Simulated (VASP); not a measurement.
A run of VASP 6.6.1:

File INCAR:

```
SYSTEM = GaP
  PREC = Accurate
  ENCUT = 520
  EDIFF = 1E-7
  ISMEAR = 0
  SIGMA = 0.03
  LREAL = .False.
  LASPH = .True.
  NELM = 80
  ALGO = Normal
  ISIF = 2
  LWAVE = .False.
  LCHARG = .False.
  MAGMOM = 0 0 0 0 0 0
  LORBIT = 11
  LSORBIT = .True.
  GGA_COMPAT = .False.
  GGA = PS
  NBANDS = 32
```

The input KPOINTS:

```
Automatic mesh
0
Gamma
  6 6 6
  0 0 0
```

File POSCAR:

```
GaP                                     
1.0
    0.0000000000      2.7184346441      2.7184346441
    2.7184346441      0.0000000000      2.7184346441
    2.7184346441      2.7184346441      0.0000000000
  Ga              P             
     1     1
Direct
     0.0000000000000000    0.0000000000000000    0.0000000000000000
     0.2500000000000000    0.2500000000000000    0.2500000000000000
```

Contents of KPOINTS_OPT:

```
explicit points
109
Reciprocal
 0.0000000000  0.0000000000  0.0000000000 1
 0.0555555556  0.0000000000  0.0555555556 1
 0.1111111111  0.0000000000  0.1111111111 1
 0.1666666667  0.0000000000  0.1666666667 1
 0.2222222222  0.0000000000  0.2222222222 1
 0.2777777778  0.0000000000  0.2777777778 1
 0.3333333333  0.0000000000  0.3333333333 1
 0.3888888889  0.0000000000  0.3888888889 1
 0.4444444444  0.0000000000  0.4444444444 1
 0.5000000000  0.0000000000  0.5000000000 1
 0.5000000000  0.0000000000  0.5000000000 1
 0.5000000000  0.0277777778  0.5277777778 1
 0.5000000000  0.0555555556  0.5555555556 1
 0.5000000000  0.0833333333  0.5833333333 1
 0.5000000000  0.1111111111  0.6111111111 1
 0.5000000000  0.1388888889  0.6388888889 1
 0.5000000000  0.1666666667  0.6666666667 1
 0.5000000000  0.1944444444  0.6944444444 1
 0.5000000000  0.2222222222  0.7222222222 1
 0.5000000000  0.2500000000  0.7500000000 1
 0.5000000000  0.2500000000  0.7500000000 1
 0.4861111111  0.2638888889  0.7500000000 1
 0.4722222222  0.2777777778  0.7500000000 1
 0.4583333333  0.2916666667  0.7500000000 1
 0.4444444444  0.3055555556  0.7500000000 1
 0.4305555556  0.3194444444  0.7500000000 1
 0.4166666667  0.3333333333  0.7500000000 1
 0.4027777778  0.3472222222  0.7500000000 1
 0.3888888889  0.3611111111  0.7500000000 1
 0.3750000000  0.3750000000  0.7500000000 1
 0.3750000000  0.3750000000  0.7500000000 1
 0.3333333333  0.3333333333  0.6666666667 1
 0.2916666667  0.2916666667  0.5833333333 1
 0.2500000000  0.2500000000  0.5000000000 1
 0.2083333333  0.2083333333  0.4166666667 1
 0.1666666667  0.1666666667  0.3333333333 1
 0.1250000000  0.1250000000  0.2500000000 1
 0.0833333333  0.0833333333  0.1666666667 1
 0.0416666667  0.0416666667  0.0833333333 1
 0.0000000000  0.0000000000  0.0000000000 1
 0.0000000000  0.0000000000  0.0000000000 1
 0.0555555556  0.0555555556  0.0555555556 1
 0.1111111111  0.1111111111  0.1111111111 1
 0.1666666667  0.1666666667  0.1666666667 1
 0.2222222222  0.2222222222  0.2222222222 1
 0.2777777778  0.2777777778  0.2777777778 1
 0.3333333333  0.3333333333  0.3333333333 1
 0.3888888889  0.3888888889  0.3888888889 1
 0.4444444444  0.4444444444  0.4444444444 1
 0.5000000000  0.5000000000  0.5000000000 1
 0.5000000000  0.5000000000  0.5000000000 1
 0.5138888889  0.4722222222  0.5138888889 1
 0.5277777778  0.4444444444  0.5277777778 1
 0.5416666667  0.4166666667  0.5416666667 1
 0.5555555556  0.3888888889  0.5555555556 1
 0.5694444444  0.3611111111  0.5694444444 1
 0.5833333333  0.3333333333  0.5833333333 1
 0.5972222222  0.3055555556  0.5972222222 1
 0.6111111111  0.2777777778  0.6111111111 1
 0.6250000000  0.2500000000  0.6250000000 1
 0.6250000000  0.2500000000  0.6250000000 1
 0.6111111111  0.2500000000  0.6388888889 1
 0.5972222222  0.2500000000  0.6527777778 1
 0.5833333333  0.2500000000  0.6666666667 1
 0.5694444444  0.2500000000  0.6805555556 1
 0.5555555556  0.2500000000  0.6944444444 1
 0.5416666667  0.2500000000  0.7083333333 1
 0.5277777778  0.2500000000  0.7222222222 1
 0.5138888889  0.2500000000  0.7361111111 1
 0.5000000000  0.2500000000  0.7500000000 1
 0.5000000000  0.2500000000  0.7500000000 1
 0.5000000000  0.2777777778  0.7222222222 1
 0.5000000000  0.3055555556  0.6944444444 1
 0.5000000000  0.3333333333  0.6666666667 1
 0.5000000000  0.3611111111  0.6388888889 1
 0.5000000000  0.3888888889  0.6111111111 1
 0.5000000000  0.4166666667  0.5833333333 1
 0.5000000000  0.4444444444  0.5555555556 1
 0.5000000000  0.4722222222  0.5277777778 1
 0.5000000000  0.5000000000  0.5000000000 1
 0.5000000000  0.5000000000  0.5000000000 1
 0.4861111111  0.4861111111  0.5277777778 1
 0.4722222222  0.4722222222  0.5555555556 1
 0.4583333333  0.4583333333  0.5833333333 1
 0.4444444444  0.4444444444  0.6111111111 1
 0.4305555556  0.4305555556  0.6388888889 1
 0.4166666667  0.4166666667  0.6666666667 1
 0.4027777778  0.4027777778  0.6944444444 1
 0.3888888889  0.3888888889  0.7222222222 1
 0.3750000000  0.3750000000  0.7500000000 1
 0.6250000000  0.2500000000  0.6250000000 1
 0.6111111111  0.2222222222  0.6111111111 1
 0.5972222222  0.1944444444  0.5972222222 1
 0.5833333333  0.1666666667  0.5833333333 1
 0.5694444444  0.1388888889  0.5694444444 1
 0.5555555556  0.1111111111  0.5555555556 1
 0.5416666667  0.0833333333  0.5416666667 1
 0.5277777778  0.0555555556  0.5277777778 1
 0.5138888889  0.0277777778  0.5138888889 1
 0.5000000000  0.0000000000  0.5000000000 1
 0.0000000000  0.0000000000  0.0000000000 1
 0.3750000000  0.3750000000  0.7500000000 1
 0.5000000000  0.5000000000  0.5000000000 1
 0.6250000000  0.2500000000  0.6250000000 1
 0.5000000000  0.2500000000  0.7500000000 1
 0.5000000000  0.0000000000  0.5000000000 1
 0.4000000000  0.0000000000  0.4000000000 1
 0.4250000000  0.0000000000  0.4250000000 1
 0.4500000000  0.0000000000  0.4500000000 1
```

Potentials or basis: VASP PAW PBE potentials, release 64 (Ga_d, P).

The run is started by

```bash
$ cat potpaw_PBE.64/Ga_d/POTCAR potpaw_PBE.64/P/POTCAR > POTCAR
$ mpirun -np 1 vasp_ncl > vasp.out
```

Hardware: 1 thread of Intel(R) Xeon(R) Platinum 8559C (Emerald Rapids) (shared host).

**Question.** How long does it take, and how much memory?

**Answer.** Wall time 2 min on 1 thread of Intel(R) Xeon(R) Platinum 8559C (Emerald Rapids), with other jobs on the host, peak memory 0.3 GiB. Counts: scf iterations 58, k points 22.
